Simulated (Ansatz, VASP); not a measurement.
**C: VASP beside Ansatz**

The input INCAR:

```
SYSTEM = C
  PREC = Accurate
  ENCUT = 520
  EDIFF = 1E-6
  ISMEAR = 0
  SIGMA = 0.05
  LREAL = .FALSE.
  LASPH = .TRUE.
  NELM = 80
  ALGO = Normal
  ISIF = 2
  LWAVE = .FALSE.
  LCHARG = .TRUE.
  GGA = PE
  IVDW = 12
  LELF = .TRUE.
  LVHAR = .TRUE.
  NBANDS = 11
```

The input KPOINTS:

```
regular mesh
0
G
  15 15 15
  0 0 0
```

Contents of POSCAR:

```
C
1.0
    1.2530811925      0.7234667638      3.4175230126
   -1.2530811925      0.7234667638      3.4175230126
    0.0000000000     -1.4469335276      3.4175230125
C
2
Direct
    0.1703638699      0.1703638699      0.1703638699
    0.8296361301      0.8296361301      0.8296361301
```

Input for Ansatz:

```yaml
crystal:
  lattice:
    - [1.2530811925, 0.7234667638, 3.4175230126]
    - [-1.2530811925, 0.7234667638, 3.4175230126]
    - [0.0, -1.4469335276, 3.4175230125]
  atoms:
    - { symbol: C, position: [0.1703638699, 0.1703638699, 0.1703638699] }
    - { symbol: C, position: [0.8296361301, 0.8296361301, 0.8296361301] }
basis:
  ecutwfc: 520.0
kpoints:
  mp_grid: { grid: [15, 15, 15] }
hamiltonian:
  xc: pbe
  dispersion: d3bj
scf:
  occupations: { method: gaussian, width: 0.05 }
output:
  forces: true
  stress: true
  eigenvalues: true
```

Change from the starting cell: mode 4 frozen in at +0.038 Å, equal normal strain along x, y and z +0.0167.

Alike in both runs: task single point; functional PBE; dispersion D3(BJ); k mesh 15 × 15 × 15; occupations gaussian, width 0.05 eV; no spin polarisation.

```csv
,VASP,Ansatz
version,VASP 6.6.1,Ansatz 0.2.0
potentials or method,"VASP PAW PBE potentials, release 64 (C)","scalar-relativistic, plane waves, PAW"
plane-wave cutoff (eV),520,520
valence electrons in the cell,8,8
```

```tsv
	VASP	Ansatz	Ansatz less VASP
gap on the k mesh at the Fermi level (eV)	0.50	0.50	0.000
least direct gap on the mesh (eV)	0.50	0.50	0.000
pressure (GPa)	-13.0	-13.4	-0.38
largest component of the traceless stress (GPa)	11.81	12.28	+0.466
rms of the force components (eV/Å)	0.737	0.739	+0.0025
```

Atom by atom the forces differ by 0.003 eV/Å (rms over components).

Caveats: an odd mesh through Γ misses points on the zone boundary, where band edges often lie; forces of over 1 eV/Å show positions far from the minimum, so gaps and moduli don't describe the material at rest.
